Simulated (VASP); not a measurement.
# CdIn2S4 (Cadmoindite) (Fd-3m) in VASP: band structure with PBE

Aim: the band structure of CdIn2S4 (Cadmoindite) with PBE.

Everything below comes from runs of VASP 6.6.1. Logs are shortened: lines on timing, memory, paths and dates and some standing lists are left out, and cuts for length are marked.

### Step 1. The structure

The structure is cubic, space group Fd-3m (No. 227). The conventional cell has a = 10.857 Å, b = 10.857 Å, c = 10.857 Å, α = 90.00°, β = 90.00°, γ = 90.00°. Cd (site symmetry -43m) has 4 S at 2.53 Å as nearest neighbours. In (site symmetry -3m) has 6 S at 2.62 Å as nearest neighbours. S (site symmetry 3m) has 1 Cd at 2.53 Å and 3 In at 2.62 Å as nearest neighbours.

### Step 2. Band structure, PBE

File INCAR:

```
PREC = Accurate
ENCUT = 520
EDIFF = 1E-7
ISMEAR = 0
SIGMA = 0.03
LREAL = F
LASPH = T
NELM = 80
ALGO = Fast
ISIF = 2
LWAVE = F
LCHARG = F
GGA = PE
```

File KPOINTS:

```
Automatic mesh
0
Gamma
  2 2 2
```

File POSCAR:

```
CdIn2S4                                 
1.0
    0.0000000000      5.4287105893      5.4287105893
    5.4287105893      0.0000000000      5.4287105893
    5.4287105893      5.4287105893      0.0000000000
  Cd              In              S             
     2     4     8
Direct
     0.0000000000000000    0.0000000000000000    0.0000000000000000
     0.2500000000000000    0.2500000000000000    0.2500000000000000
     0.6250000000000000    0.6250000000000000    0.6250000000000000
     0.1250000000000000    0.6250000000000000    0.6250000000000000
     0.6250000000000000    0.6250000000000000    0.1250000000000000
     0.6250000000000000    0.1250000000000000    0.6250000000000000
     0.3843966285944234    0.3843966285944234    0.3843966285944234
     0.4031898857832630    0.8656033714055766    0.8656033714055766
     0.3843966285944234    0.3843966285944234    0.8468101142167370
     0.8656033714055766    0.4031898857832630    0.8656033714055766
     0.8468101142167370    0.3843966285944234    0.3843966285944234
     0.8656033714055766    0.8656033714055766    0.8656033714055766
     0.3843966285944234    0.8468101142167370    0.3843966285944234
     0.8656033714055766    0.8656033714055766    0.4031898857832630
```

File KPOINTS_OPT:

```
explicit points
6
Reciprocal
 0.0000000000  0.0000000000  0.0000000000 1
 0.3750000000  0.3750000000  0.7500000000 1
 0.5000000000  0.5000000000  0.5000000000 1
 0.6250000000  0.2500000000  0.6250000000 1
 0.5000000000  0.2500000000  0.7500000000 1
 0.5000000000  0.0000000000  0.5000000000 1
```

Potentials or basis: VASP PAW PBE potentials, release 64 (Cd, In_d, S).

Command:

```sh
$ cat potpaw_PBE.64/Cd/POTCAR potpaw_PBE.64/In_d/POTCAR potpaw_PBE.64/S/POTCAR > POTCAR
$ mpirun -np 8 vasp_std > vasp.out
```

OUTCAR:

```text
PREC = Accurate
   ENCUT = 520
   EDIFF = 1E-7
   ISMEAR = 0
   LREAL = F
   LASPH = T
   NELM = 80
   ISIF = 2
   GGA = PE

 ion  position               nearest neighbor table
   1  0.000  0.000  0.000-   8 2.53  10 2.53  14 2.53  12 2.53
   2  0.250  0.250  0.250-   9 2.53  11 2.53  13 2.53   7 2.53
   3  0.625  0.625  0.625-   8 2.62   9 2.62  10 2.62  11 2.62  13 2.62  14 2.62   4 3.84   5 3.84
                             6 3.84   5 3.84   6 3.84   4 3.84
   4  0.125  0.625  0.625-   7 2.62  12 2.62  10 2.62   9 2.62  13 2.62  14 2.62   3 3.84   5 3.84
                             6 3.84   3 3.84   5 3.84   6 3.84
   5  0.625  0.625  0.125-   7 2.62  12 2.62  10 2.62  11 2.62   8 2.62  13 2.62   3 3.84   3 3.84
                             4 3.84   6 3.84   6 3.84   4 3.84
   6  0.625  0.125  0.625-   7 2.62  12 2.62   9 2.62  11 2.62   8 2.62  14 2.62   3 3.84   5 3.84
                             3 3.84   4 3.84   5 3.84   4 3.84
   7  0.384  0.384  0.384-   2 2.53   4 2.62   5 2.62   6 2.62
   8  0.403  0.866  0.866-   1 2.53   3 2.62   5 2.62   6 2.62
   9  0.384  0.384  0.847-   2 2.53   3 2.62   4 2.62   6 2.62
  10  0.866  0.403  0.866-   1 2.53   3 2.62   4 2.62   5 2.62
  11  0.847  0.384  0.384-   2 2.53   3 2.62   5 2.62   6 2.62
  12  0.866  0.866  0.866-   1 2.53   4 2.62   5 2.62   6 2.62
  13  0.384  0.847  0.384-   2 2.53   3 2.62   4 2.62   5 2.62
  14  0.866  0.866  0.403-   1 2.53   3 2.62   4 2.62   6 2.62

  LATTYP: Found a face centered cubic cell.
 ALAT       =    10.8574211786

  Lattice vectors:

 A1 = (   0.0000000000,   5.4287105893,   5.4287105893)
 A2 = (   5.4287105893,   0.0000000000,   5.4287105893)
 A3 = (   5.4287105893,   5.4287105893,   0.0000000000)

Analysis of symmetry for initial positions (statically):
=====================================================================
 Subroutine PRICEL returns:
 Original cell was already a primitive cell.

 Routine SETGRP: Setting up the symmetry group for a
 face centered cubic supercell.

 Subroutine GETGRP returns: Found 48 space group operations
 (whereof 24 operations were pure point group operations)
 out of a pool of 48 trial point group operations.

The static configuration has the point symmetry T_d .
 The point group associated with its full space group is O_h .

Analysis of symmetry for dynamics (positions and initial velocities):
=====================================================================
 Subroutine PRICEL returns:
 Original cell was already a primitive cell.

 Routine SETGRP: Setting up the symmetry group for a
 face centered cubic supercell.

 Subroutine GETGRP returns: Found 48 space group operations
 (whereof 24 operations were pure point group operations)
 out of a pool of 48 trial point group operations.

The dynamic configuration has the point symmetry T_d .
 The point group associated with its full space group is O_h .

 Subroutine INISYM returns: Found 48 space group operations
 (whereof 24 operations are pure point group operations),
 and found     1 'primitive' translations

----------------------------------------------------------------------------------------

                                     Primitive cell

  volume of cell :     319.9780

  direct lattice vectors                    reciprocal lattice vectors
     0.000000000  5.428710589  5.428710589    -0.092102902  0.092102902  0.092102902
     5.428710589  0.000000000  5.428710589     0.092102902 -0.092102902  0.092102902
     5.428710589  5.428710589  0.000000000     0.092102902  0.092102902 -0.092102902

  length of vectors
     7.677356142  7.677356142  7.677356142     0.159526906  0.159526906  0.159526906

  position of ions in fractional coordinates (direct lattice)
     0.000000000  0.000000000  0.000000000
     0.250000000  0.250000000  0.250000000
     0.625000000  0.625000000  0.625000000
     0.125000000  0.625000000  0.625000000
     0.625000000  0.625000000  0.125000000
     0.625000000  0.125000000  0.625000000
     0.384396629  0.384396629  0.384396629
     0.403189886  0.865603371  0.865603371
     0.384396629  0.384396629  0.846810114
     0.865603371  0.403189886  0.865603371
     0.846810114  0.384396629  0.384396629
     0.865603371  0.865603371  0.865603371
     0.384396629  0.846810114  0.384396629
     0.865603371  0.865603371  0.403189886

  ion indices of the primitive-cell ions
   primitive index   ion index
                 1           1
                 2           2
                 3           3
                 4           4
                 5           5
                 6           6
                 7           7
                 8           8
                 9           9
                10          10
                11          11
                12          12
                13          13
                14          14

----------------------------------------------------------------------------------------

 KPOINTS: Automatic mesh

Automatic generation of k-mesh.
 Grid dimensions read from file:
 generate k-points for:    2    2    2

 Generating k-lattice:

  Cartesian coordinates                     Fractional coordinates (reciprocal lattice)
    -0.046051451  0.046051451  0.046051451     0.500000000  0.000000000  0.000000000
     0.046051451 -0.046051451  0.046051451     0.000000000  0.500000000  0.000000000
     0.046051451  0.046051451 -0.046051451     0.000000000  0.000000000  0.500000000

  Length of vectors
     0.079763453  0.079763453  0.079763453

  Shift w.r.t. Gamma in fractional coordinates (k-lattice)
     0.000000000  0.000000000  0.000000000

 Subroutine IBZKPT returns following result:
 ===========================================

 Found      3 irreducible k-points:

 Following reciprocal coordinates:
            Coordinates               Weight
  0.000000  0.000000  0.000000      1.000000
  0.500000  0.000000  0.000000      4.000000
  0.500000  0.500000  0.000000      3.000000
   k-points           NKPTS =      3   k-points in BZ     NKDIM =      3   number of bands    NBANDS=     80
   number of dos      NEDOS =    301   number of ions     NIONS =     14
   total plane-waves  NPLWV = 216000
   dimension x,y,z NGX =    60 NGY =   60 NGZ =   60
   dimension x,y,z NGXF=   120 NGYF=  120 NGZF=  120
   ions per type =               2   4   8
   NGX,Y,Z   is equivalent  to a cutoff of  12.99, 12.99, 12.99 a.u.
   NGXF,Y,Z  is equivalent  to a cutoff of  25.98, 25.98, 25.98 a.u.
 SYSTEM =  unknown system
   PREC   = accura    normal or accurate (medium, high low for compatibility)
   ISTART =      0    job   : 0-new  1-cont  2-samecut
   ICHARG =      2    charge: 1-file 2-atom 10-const
   ISPIN  =      1    spin polarized calculation?
   LNONCOLLINEAR =      F non collinear calculations
   LSORBIT =      F    spin-orbit coupling
   LASPH  =      T    aspherical Exc in radial PAW
   ENCUT  =  520.0 eV  38.22 Ry    6.18 a.u.  14.27 14.27 14.27*2*pi/ulx,y,z
   NELM   =     80;   NELMIN=  2; NELMDL= -5     # of ELM steps
   EDIFF  = 0.1E-06   stopping-criterion for ELM
   LREAL  =      F    real-space projection
   EDIFFG = 0.1E-05   stopping-criterion for IOM
   NSW    =      0    number of steps for IOM
   IBRION =     -1    ionic relax: 0-MD 1-quasi-New 2-CG
   NFREE  =      0    steps in history (QN), initial steepest desc. (CG)
   ISIF   =      2    stress and relaxation
   ISYM   =      2    0-nonsym 1-usesym 2-fastsym
   POTIM  = 0.5000    time-step for ionic-motion
   TEBEG  =    0.0;   TEEND  =   0.0 temperature during run
   PSTRESS=    0.0 pullay stress
   NELECT =     124.0000    total number of electrons
   NUPDOWN=      -1.0000    fix difference up-down
   EMIN   =  10.00;   EMAX   =-10.00  energy-range for DOS
   EFERMI =   0.00;   METHOD = LEGACY
   ISMEAR =     0;   SIGMA  =   0.03  broadening in eV -4-tet -1-fermi 0-gaus
   EFERMI_NEDOS =   21; number of points for ismear=-14 and -15
   IALGO  =     68    algorithm
   IMIX   =      4    mixing-type and parameters
     AMIX     =   0.40;   BMIX     =  1.00
     AMIX_MAG =   1.60;   BMIX_MAG =  1.00
  volume/ion in A,a.u.               =      22.86       154.24
  Fermi-wavevector in a.u.,A,eV,Ry     =   1.193554  2.255490 19.382464  1.424571
  Thomas-Fermi vector in A             =   2.329565
   LORBIT       =      0    0 simple, 1 ext, 2 COOP (PROOUT), +10 PAW based schemes
   GGA     = PE    functional components
   LHFCALC =     F    Hartree Fock is set to
   AEXX    =    0.0000 exact exchange contribution
   IVDW    =     0    specifies the selected vdW correction
   LEPSILON=     F    determine dielectric tensor
   LRPA    =     F    only Hartree local field effects (RPA)
 non-spin polarized calculation
 RMM-DIIS sequential band-by-band and
 Gauss-broadening in eV      SIGMA  =   0.03
  energy-cutoff  :      520.00
  volume of cell :      319.98
 maximum number of plane-waves:      8646
 NGX is ok and might be reduce to    60
   NGX = 29   NGY = 29   NGZ = 29

 number of electron     123.9999976 magnetization

 Free energy of the ion-electron system (eV)
  ---------------------------------------------------
  ext. energy  EPLUGINS =         0.00000000
  ---------------------------------------------------
  free energy    TOTEN  =       -52.57337109 eV

  energy without entropy =      -52.57337109  energy(sigma->0) =      -52.57337109

 E-fermi :   3.8606     XC(G=0):  -9.5706

 val. band max:        3.7072249080   @ k =   0.5000   0.0000   0.0000
 cond. band min:       5.0357788384   @ k =   0.0000   0.0000   0.0000
 fundamental gap:      1.3285539304
 Fermi energy:         3.8605748810

 k-point     1 :       0.0000    0.0000    0.0000
  band No.  band energies     occupation
      1     -10.2696      2.00000
      2     -10.2696      2.00000
      3     -10.2696      2.00000
      4      -9.8670      2.00000
      5      -9.8276      2.00000
      6      -9.8276      2.00000
[... 66 lines left out ...]
     73       9.6874      0.00000
     74       9.6874      0.00000

 k-point     2 :       0.5000    0.0000    0.0000
  band No.  band energies     occupation
      1     -10.2649      2.00000
      2     -10.1220      2.00000
      3     -10.1220      2.00000
      4      -9.9904      2.00000
      5      -9.9904      2.00000
      6      -9.8039      2.00000
[... 66 lines left out ...]
     73      10.1118      0.00000
     74      10.1118      0.00000

 k-point     3 :       0.5000    0.5000    0.0000
  band No.  band energies     occupation
      1     -10.1531      2.00000
      2     -10.1531      2.00000
      3     -10.0798      2.00000
      4     -10.0798      2.00000
      5      -9.9259      2.00000
      6      -9.9259      2.00000
[... 66 lines left out ...]
     73      10.5875      0.00000
     74      10.6144      0.00000
 [bands above 74 left out]

------------------------ aborting loop because EDIFF is reached ----------------------------------------

  FORCE on cell =-STRESS in cart. coord.  units (eV):
  Direction    XX          YY          ZZ          XY          YZ          ZX
  --------------------------------------------------------------------------------------
  -------------------------------------------------------------------------------------
  Total        6.9055499      6.9055499      6.9055499      0.0000000      0.0000000      0.0000000
  in kB       34.5771174     34.5771174     34.5771174      0.0000000      0.0000000      0.0000000
  external PRESSURE =      34.5771174 kB  Pullay stress =       0.0000000 kB

 VOLUME and BASIS-vectors are now :
 -----------------------------------------------------------------------------
  energy-cutoff  :      520.00
  volume of cell :      319.98
      direct lattice vectors                 reciprocal lattice vectors
     0.000000000  5.428710589  5.428710589    -0.092102902  0.092102902  0.092102902
     5.428710589  0.000000000  5.428710589     0.092102902 -0.092102902  0.092102902
     5.428710589  5.428710589  0.000000000     0.092102902  0.092102902 -0.092102902

 POSITION                                       TOTAL-FORCE (eV/Angst)
 -----------------------------------------------------------------------------------
      0.00000      0.00000      0.00000         0.000000      0.000000      0.000000
      2.71436      2.71436      2.71436         0.000000      0.000000      0.000000
      6.78589      6.78589      6.78589         0.000000      0.000000      0.000000
      6.78589      4.07153      4.07153         0.000000      0.000000      0.000000
      4.07153      4.07153      6.78589         0.000000      0.000000      0.000000
      4.07153      6.78589      4.07153         0.000000      0.000000      0.000000
      4.17356      4.17356      4.17356        -0.012112     -0.012112     -0.012112
      9.39822      6.88791      6.88791         0.012112     -0.012112     -0.012112
      6.68387      6.68387      4.17356         0.012112      0.012112     -0.012112
      6.88791      9.39822      6.88791        -0.012112      0.012112     -0.012112
      4.17356      6.68387      6.68387        -0.012112      0.012112      0.012112
      9.39822      9.39822      9.39822         0.012112      0.012112      0.012112
      6.68387      4.17356      6.68387         0.012112     -0.012112      0.012112
      6.88791      6.88791      9.39822        -0.012112     -0.012112      0.012112
 -----------------------------------------------------------------------------------
    total drift:                                0.000000      0.000000      0.000000

  FREE ENERGIE OF THE ION-ELECTRON SYSTEM (eV)
  ---------------------------------------------------
  free  energy   TOTEN  =       -52.5733710922 eV

  energy  without entropy=      -52.5733710922  energy(sigma->0) =      -52.57337109
```

Wall time 25 s (8 MPI ranks of Intel Xeon 6975P-C (Granite Rapids), shared host); peak memory 0.23 GiB.

Results:

- Free energy: -52.5734 eV
- Pressure: 3.5 GPa
- Largest force: 0.021 eV/Å
- Band gap on the k mesh: 1.33 eV, indirect (least direct gap 1.40 eV)
- Band gap along the path: 1.30 eV, indirect (least direct gap 1.40 eV)

Forces in eV/Å, atoms in the order of the input:
```
Cd   0.000  0.000  0.000
Cd   0.000  0.000  0.000
In   0.000  0.000  0.000
In   0.000  0.000  0.000
In   0.000  0.000  0.000
In   0.000  0.000  0.000
S   -0.012 -0.012 -0.012
S    0.012 -0.012 -0.012
S    0.012  0.012 -0.012
S   -0.012  0.012 -0.012
S   -0.012  0.012  0.012
S    0.012  0.012  0.012
S    0.012 -0.012  0.012
S   -0.012 -0.012  0.012
```

Levels at points of the mesh, in eV from the valence-band top:
| k point | band 58 | band 59 | band 60 | band 61 | band 62 | band 63 | band 64 | band 65 | band 66 | band 67 |
| --- | --- | --- | --- | --- | --- | --- | --- | --- | --- | --- |
| (0.00, 0.00, 0.00) | -0.15 | -0.15 | -0.07 | -0.07 | -0.07 | 1.33 | 2.05 | 2.05 | 2.05 | 2.53 |
| (0.50, 0.00, 0.00) | -0.39 | -0.30 | -0.30 | 0.00 | 0.00 | 2.97 | 3.11 | 3.11 | 3.32 | 3.39 |
| (0.50, 0.50, 0.00) | -0.92 | -0.33 | -0.33 | -0.08 | -0.08 | 3.38 | 3.38 | 3.63 | 3.63 | 4.75 |

Caveat: the k mesh is coarse (spacing up to 0.50 Å⁻¹), so the values aren't converged; spin-orbit coupling is left out, which moves the levels of the heavy elements. Expect the measured gap to be larger: semilocal functionals such as PBE lack the derivative discontinuity.
